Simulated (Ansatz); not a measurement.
Crystal: Cs.

```
CELL_PARAMETERS angstrom
-3.12847 3.12847 3.12847
3.12847 -3.12847 3.12847
3.12847 3.12847 -3.12847
ATOMIC_POSITIONS crystal
Cs 0.00000 0.00000 0.00000
```

| Quantity | Value |
| --- | --- |
| Program | Ansatz 0.2.0 |
| Task | single point |
| Functional | PBEsol |
| Potentials or basis | all-electron LAPW, scalar-relativistic |
| Cutoff | 42 eV (chosen from the basis error) |
| Basis error allowed | 0.001 eV/atom |
| k mesh | 6 × 6 × 6 |
| Occupations | fermi-dirac, width 0.05 eV |
| Spin | no spin polarisation |

On this cell: pressure -0.2 GPa; band gap on the k mesh none (metal or under the smearing width).

The same run follows on a disturbed copy (cell strained at random at fixed volume):

```
Cs
1.0
    -3.26995    3.20716    3.27462
     3.13948   -3.06094    2.99793
     3.18433    2.97532   -3.12840
Cs
1
Direct
  0.99977 0.00612 0.00319
```

Question: What changes?

Answer: The energy (extrapolated to zero smearing) moves by -1.0 meV/atom; pressure -0.2 GPa; band gap on the k mesh none (metal or under the smearing width).
